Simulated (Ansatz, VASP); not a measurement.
# PbF2 (Fluorocronite): VASP beside Ansatz

One calculation is typed for both programs; each brings its own data sets and cutoff. How far apart do they land? The cell is taken from a series of VASP runs on this material, whose earlier steps may have relaxed, scaled or displaced it; both programs get it as it stands.

Method: plane waves, with VASP 6.6.1 beside it; elastic constants at LDA, in Ansatz 0.2.0.

### Step 1. The structure

The structure is cubic, space group Fm-3m (No. 225). Conventional cell: a = 5.813 Å, b = 5.813 Å, c = 5.813 Å, α = 90.00°, β = 90.00°, γ = 90.00°. Nearest to Pb lie 8 F at 2.52 Å. F has 4 Pb at 2.52 Å nearest. Farther neighbours and most contacts between anions are not listed.

Coordinates:

```cif
data_structure
_symmetry_space_group_name_H-M 'P 1'
_symmetry_Int_Tables_number 1
_cell_length_a 4.1104
_cell_length_b 4.1104
_cell_length_c 4.1104
_cell_angle_alpha 60.000
_cell_angle_beta 60.000
_cell_angle_gamma 60.000
_cell_volume 49.11
loop_
_atom_site_label
_atom_site_type_symbol
_atom_site_fract_x
_atom_site_fract_y
_atom_site_fract_z
_atom_site_occupancy
Pb1 Pb 0.00000 0.00000 0.00000 1
F2 F 0.75000 0.75000 0.75000 1
F3 F 0.25000 0.25000 0.25000 1
```

### Step 2. VASP: elastic constants, LDA

Elastic constants are differences of stresses under small strains, so they test the stress and the mesh.

Lines of VASP's logs that name or quote its potential files are left out, and so is its time.

The input, INCAR:

```
SYSTEM = PbF2
PREC = Accurate
ENCUT = 800
EDIFF = 1E-08
NELM = 100
ISMEAR = 0
SIGMA = 0.03
LREAL = .FALSE.
ALGO = Normal
GGA = CA
NBANDS = 20
LORBIT = 11
LWAVE = .FALSE.
LCHARG = .FALSE.
KPAR = 4
IBRION = 6
NFREE = 2
POTIM = 0.015
ISIF = 3
NSW = 1
```

The input, POSCAR:

```
PbF2
1.0
    0.0000000000      2.9064685413      2.9064685413
    2.9064685413      0.0000000000      2.9064685413
    2.9064685413      2.9064685413      0.0000000000
Pb F
1 2
Direct
    0.0000000000      0.0000000000      0.0000000000
    0.7500000000      0.7500000000      0.7500000000
    0.2500000000      0.2500000000      0.2500000000
```

The input, KPOINTS:

```
Automatic mesh
0
Gamma
8 8 8
0 0 0
```

The projector-augmented-wave data sets are Pb_d and F (LDA family, release 64).

Command:

```sh
$ mpirun -np 4 vasp_std
```

Numbers of over 12 decimals in the logs are rounded to 6 here.

The program printed:

```text
[banner, memory and clock lines left out]
running    4 mpi-ranks, on    1 nodes
 distrk:  each k-point on    1 cores,    4 groups
 distr:  one band on    1 cores,    1 groups

 POSCAR found type information on POSCAR PbF
 POSCAR found :  2 types and       3 ions
 LDA part: xc-table for (Slater(with rela. corr.)+CA(PZ))
 , standard interpolation
 POSCAR, INCAR and KPOINTS ok, starting setup
 FFT: planning ... GRIDC
 FFT: planning ... GRID_SOFT
 FFT: planning ... GRID
 WAVECAR not read
 entering main loop
       N       E                     dE             d eps       ncg     rms          rms(c)
DAV:   1     0.362043912745E+03    0.36204E+03   -0.18825E+04  1160   0.222E+03
DAV:   2     0.202601272672E+02   -0.34178E+03   -0.32163E+03  1244   0.546E+02
DAV:   3    -0.164901291527E+02   -0.36750E+02   -0.36191E+02  1340   0.174E+02
DAV:   4    -0.176406598070E+02   -0.11505E+01   -0.11492E+01  1344   0.311E+01
DAV:   5    -0.176755147434E+02   -0.34855E-01   -0.34852E-01  1416   0.582E+00    0.737E+00
DAV:   6    -0.160276567026E+02    0.16479E+01   -0.79702E+00  1604   0.238E+01    0.255E+00
DAV:   7    -0.159947131892E+02    0.32944E-01   -0.38600E-01  1212   0.422E+00    0.142E+00
DAV:   8    -0.159676316848E+02    0.27082E-01   -0.94761E-02  1316   0.342E+00    0.489E-01
DAV:   9    -0.159646794038E+02    0.29523E-02   -0.15527E-02  1464   0.101E+00    0.890E-02
DAV:  10    -0.159649393382E+02   -0.25993E-03   -0.52064E-04  1224   0.200E-01    0.260E-02
DAV:  11    -0.159649275699E+02    0.11768E-04   -0.48041E-05  1480   0.596E-02    0.748E-03
DAV:  12    -0.159649292348E+02   -0.16650E-05   -0.34594E-06  1240   0.164E-02    0.216E-03
DAV:  13    -0.159649292479E+02   -0.13089E-07   -0.17416E-07  1432   0.323E-03    0.324E-04
DAV:  14    -0.159649292499E+02   -0.20091E-08   -0.67591E-09   876   0.731E-04
   1 F= -.15964929E+02 E0= -.15964929E+02  d E =-.671276E-22
[... from here on, the cycles between the ionic steps are left out ...]
   2 F= -.15960994E+02 E0= -.15960994E+02  d E =-.366099E-16
   3 F= -.15960168E+02 E0= -.15960168E+02  d E =-.925092E-15
   9 F= -.15963488E+02 E0= -.15963488E+02  d E =-.460101E-25
  10 F= -.15963488E+02 E0= -.15963488E+02  d E =-.459986E-25
  11 F= -.15963488E+02 E0= -.15963488E+02  d E =-.455742E-25
  12 F= -.15963488E+02 E0= -.15963488E+02  d E =-.459938E-25
  13 F= -.15963488E+02 E0= -.15963488E+02  d E =-.443719E-25
  14 F= -.15964711E+02 E0= -.15964711E+02  d E =-.863965E-22
  15 F= -.15964711E+02 E0= -.15964711E+02  d E =-.868645E-22
  16 F= -.15964607E+02 E0= -.15964607E+02  d E =-.344212E-22
 Finite differences progress:
  Degree of freedom:   8/  8
  Displacement:        1/  2
  Total:              15/ 16
 bond charge predicted
       N       E                     dE             d eps       ncg     rms          rms(c)
DAV:   1    -0.159608959735E+02    0.37111E-02   -0.42909E+00  3820   0.144E+01    0.131E-01
DAV:   2    -0.159648137765E+02   -0.39178E-02   -0.44332E-02  4356   0.181E+00    0.660E-02
DAV:   3    -0.159646356077E+02    0.17817E-03   -0.82731E-04  4460   0.276E-01    0.264E-02
DAV:   4    -0.159646053587E+02    0.30249E-04   -0.14559E-04  4444   0.113E-01    0.912E-03
DAV:   5    -0.159646073080E+02   -0.19492E-05   -0.25366E-05  4228   0.383E-02    0.642E-03
DAV:   6    -0.159646072062E+02    0.10172E-06   -0.17354E-06  4564   0.136E-02    0.376E-03
DAV:   7    -0.159646070303E+02    0.17592E-06   -0.57618E-07  4192   0.864E-03    0.119E-03
DAV:   8    -0.159646070332E+02   -0.28617E-08   -0.25730E-07  4388   0.403E-03    0.701E-04
DAV:   9    -0.159646070311E+02    0.20300E-08   -0.10644E-08  2528   0.920E-04
  17 F= -.15964607E+02 E0= -.15964607E+02  d E =-.344563E-22
 Finite differences progress:
  Degree of freedom:   8/  8
  Displacement:        2/  2
  Total:              16/ 16
```

From OUTCAR (step 2):

```text
ion  position               nearest neighbor table
   1  0.000  0.000  0.000-   2 2.52   2 2.52   2 2.52   3 2.52   3 2.52   3 2.52   3 2.52   2 2.52

  LATTYP: Found a face centered cubic cell.
 ALAT       =     5.8129370826

 Subroutine GETGRP returns: Found 48 space group operations
 (whereof 48 operations were pure point group operations)

The static configuration has the point symmetry O_h .

 Found     29 irreducible k-points:

   k-points           NKPTS =     29   k-points in BZ     NKDIM =     29   number of bands    NBANDS=     20

   dimension x,y,z NGX =    40 NGY =   40 NGZ =   40
   dimension x,y,z NGXF=    80 NGYF=   80 NGZF=   80

   ENCUT  =  800.0 eV  58.80 Ry    7.67 a.u.   9.48  9.48  9.48*2*pi/ulx,y,z

   NELECT =      28.0000    total number of electrons

 k-points in reciprocal lattice and weights: Automatic mesh
   0.00000000  0.00000000  0.00000000       0.002
   0.12500000  0.00000000  0.00000000       0.016
   0.25000000  0.00000000  0.00000000       0.016
   0.37500000  0.00000000  0.00000000       0.016
   0.50000000  0.00000000  0.00000000       0.008
   0.12500000  0.12500000  0.00000000       0.012
   0.25000000  0.12500000  0.00000000       0.047
   0.37500000  0.12500000  0.00000000       0.047
   0.50000000  0.12500000  0.00000000       0.047
[...]
-0.37500000  0.50000000  0.12500000       0.023
  -0.25000000  0.50000000  0.25000000       0.012

 average (electrostatic) potential at core
       1 -92.5656       2 -74.8874       3 -74.8873

 E-fermi :   2.4575

 k-point     1 :       0.0000    0.0000    0.0000
  band No.  band energies     occupation
    ...
     10      -0.6430      2.00000
     11      -0.6421      2.00000
     12      -0.1427      2.00000
     13      -0.1296      2.00000
     14      -0.1179      2.00000
     15       8.8464      0.00000
     16       8.8682      0.00000
     17       8.8915      0.00000
     18      12.6431      0.00000
     19      17.2023      0.00000
    ...

 k-point     2 :       0.1250    0.0000    0.0000
  band No.  band energies     occupation
    ...
     10      -0.6875      2.00000
     11      -0.6805      2.00000
     12      -0.1644      2.00000
     13      -0.1529      2.00000
     14       0.3850      2.00000
     15       8.2729      0.00000
     16       9.0086      0.00000
     17       9.0430      0.00000
     18      13.6275      0.00000
     19      16.7635      0.00000
    ...

 k-point     3 :       0.2500    0.0000    0.0000
  band No.  band energies     occupation
    ...
     10      -0.7909      2.00000
     11      -0.7708      2.00000
     12      -0.2174      2.00000
     13      -0.2167      2.00000
     14       1.2350      2.00000
     15       7.5166      0.00000
     16       9.3720      0.00000
     17       9.4174      0.00000
     18      15.0013      0.00000
     19      16.1673      0.00000
    ...

  Total        0.0245786      0.0239849      0.0239849      0.0000000     -0.0525880      0.0000000
  in kB        0.8019365      0.7825685      0.7825685      0.0000000     -1.7158153      0.0000000
  external PRESSURE =       0.7890245 kB  Pullay stress =       0.0000000 kB

  energy-cutoff  :      800.00
  volume of cell :       49.11
      direct lattice vectors                 reciprocal lattice vectors
     0.000000000  2.906468541  2.906468541    -0.172030075  0.172030075  0.172030075
     2.906468541  0.000000000  2.906468541     0.172030075 -0.172030075  0.172030075
     2.906468541  2.906468541  0.000000000     0.172030075  0.172030075 -0.172030075

 POSITION                                       TOTAL-FORCE (eV/Angst)
 -----------------------------------------------------------------------------------
      0.00000      0.00000      0.00000        -0.014650      0.000000      0.000000
      4.34470      4.35970      4.35970         0.043037     -0.000000     -0.000000
      1.45323      1.45323      1.45323        -0.028386      0.000000      0.000000
 -----------------------------------------------------------------------------------
    total drift:                                0.000115     -0.000000     -0.000000

  FREE ENERGIE OF THE ION-ELECTRON SYSTEM (eV)
  ---------------------------------------------------
  free  energy   TOTEN  =       -15.9646070311 eV

  energy  without entropy=      -15.9646070311  energy(sigma->0) =      -15.96460703

  SYMMETRIZED ELASTIC MODULI (kBar)
 Direction    XX          YY          ZZ          XY          YZ          ZX
 --------------------------------------------------------------------------------
 XX        1260.3562    714.8042    714.8042      0.0000     -0.0000      0.0000
 YY         714.8042   1260.3562    714.8042      0.0000     -0.0000      0.0000
 ZZ         714.8042    714.8042   1260.3562     -0.0000     -0.0000     -0.0000
 XY           0.0000      0.0000     -0.0000    420.8628      0.0000      0.0000
 YZ          -0.0000     -0.0000     -0.0000      0.0000    420.8628     -0.0000
 ZX           0.0000      0.0000     -0.0000      0.0000     -0.0000    420.8628
 --------------------------------------------------------------------------------

 Eigenvectors and eigenvalues of the dynamical matrix
 ----------------------------------------------------

   1 f  =    7.826469 THz    49.175156 2PiTHz  261.062912 cm-1    32.367661 meV
             X         Y         Z           dx          dy          dz
      0.000000  0.000000  0.000000    -0.000000   -0.000000    0.000000
      4.359703  4.359703  4.359703     0.704995   -0.054612   -0.000000
      1.453234  1.453234  1.453234    -0.704995    0.054612    0.000000

   2 f  =    7.826469 THz    49.175156 2PiTHz  261.062912 cm-1    32.367661 meV
             X         Y         Z           dx          dy          dz
      0.000000  0.000000  0.000000     0.000000    0.000000    0.000000
      4.359703  4.359703  4.359703     0.054612    0.704995    0.000000
      1.453234  1.453234  1.453234    -0.054612   -0.704995   -0.000000

   3 f  =    7.826469 THz    49.175156 2PiTHz  261.062912 cm-1    32.367661 meV
             X         Y         Z           dx          dy          dz
      0.000000  0.000000  0.000000     0.000000    0.000000    0.000000
      4.359703  4.359703  4.359703     0.000000    0.000000   -0.707107
      1.453234  1.453234  1.453234    -0.000000   -0.000000    0.707107

   4 f  =    3.851347 THz    24.198730 2PiTHz  128.467124 cm-1    15.927886 meV
             X         Y         Z           dx          dy          dz
      0.000000  0.000000  0.000000     0.058855   -0.389159   -0.014390
      4.359703  4.359703  4.359703    -0.097127    0.642218    0.023747
      1.453234  1.453234  1.453234    -0.097127    0.642218    0.023747

   5 f  =    3.851347 THz    24.198730 2PiTHz  128.467124 cm-1    15.927886 meV
             X         Y         Z           dx          dy          dz
      0.000000  0.000000  0.000000     0.389409    0.058944   -0.001374
      4.359703  4.359703  4.359703    -0.642631   -0.097274    0.002268
      1.453234  1.453234  1.453234    -0.642631   -0.097274    0.002268

   6 f  =    3.851347 THz    24.198730 2PiTHz  128.467124 cm-1    15.927886 meV
             X         Y         Z           dx          dy          dz
      0.000000  0.000000  0.000000    -0.003512    0.014022   -0.393582
      4.359703  4.359703  4.359703     0.005795   -0.023140    0.649517
      1.453234  1.453234  1.453234     0.005795   -0.023140    0.649517

   7 f/i=    0.000821 THz     0.005156 2PiTHz    0.027372 cm-1     0.003394 meV
             X         Y         Z           dx          dy          dz
      0.000000  0.000000  0.000000    -0.150721    0.906705    0.007288
      4.359703  4.359703  4.359703    -0.045666    0.274714    0.002208
      1.453234  1.453234  1.453234    -0.045666    0.274714    0.002208

   8 f/i=    0.000821 THz     0.005156 2PiTHz    0.027372 cm-1     0.003394 meV
             X         Y         Z           dx          dy          dz
      0.000000  0.000000  0.000000     0.906719    0.150757   -0.004121
      4.359703  4.359703  4.359703     0.274718    0.045676   -0.001249
      1.453234  1.453234  1.453234     0.274718    0.045676   -0.001249

   9 f/i=    0.000821 THz     0.005156 2PiTHz    0.027372 cm-1     0.003394 meV
             X         Y         Z           dx          dy          dz
      0.000000  0.000000  0.000000    -0.005260    0.006514   -0.919138
      4.359703  4.359703  4.359703    -0.001594    0.001973   -0.278481
      1.453234  1.453234  1.453234    -0.001594    0.001973   -0.278481

 ELASTIC MODULI CONTR FROM IONIC RELAXATION (kBar)
 Direction    XX          YY          ZZ          XY          YZ          ZX
 --------------------------------------------------------------------------------
 XX          -0.0000      0.0000      0.0000     -0.0000      0.0000     -0.0000
 YY           0.0000     -0.0000      0.0000     -0.0000     -0.0000      0.0000
 ZZ           0.0000      0.0000     -0.0000      0.0000     -0.0000     -0.0000
 XY          -0.0000     -0.0000      0.0000   -168.1526      0.0000      0.0000
 YZ           0.0000     -0.0000     -0.0000      0.0000   -168.1526     -0.0000
 ZX          -0.0000      0.0000     -0.0000      0.0000     -0.0000   -168.1526
 --------------------------------------------------------------------------------

 TOTAL ELASTIC MODULI (kBar)
 Direction    XX          YY          ZZ          XY          YZ          ZX
 --------------------------------------------------------------------------------
 XX        1260.3562    714.8042    714.8042     -0.0000      0.0000     -0.0000
 YY         714.8042   1260.3562    714.8042      0.0000     -0.0000      0.0000
 ZZ         714.8042    714.8042   1260.3562      0.0000     -0.0000     -0.0000
 XY          -0.0000      0.0000      0.0000    252.7101      0.0000      0.0000
 YZ           0.0000     -0.0000     -0.0000      0.0000    252.7101     -0.0000
 ZX          -0.0000      0.0000     -0.0000      0.0000     -0.0000    252.7101
 --------------------------------------------------------------------------------

 total charge
# of ion       s       p       d       tot
------------------------------------------
    1        1.551   0.320   9.869  11.740
    2        1.731   4.312   0.000   6.043
    3        1.731   4.312   0.000   6.043
--------------------------------------------------
tot          5.012   8.945   9.869  23.826

[... 3 further parts left out ...]
```

(Continued in part 2 of 2.)

[Lines on the potential files, build, host, timing and source positions are cut from VASP's logs without a mark.]

[Logs are printed without paths, hosts, clocks, repeated set-up lines and the standing remarks that a program may print on its own settings, such as how far it seeks lower states.]

[Hosts, paths, dates, database ids (printed as entryN), source tags and the programs' standing remarks are cut or masked in the printed files.]
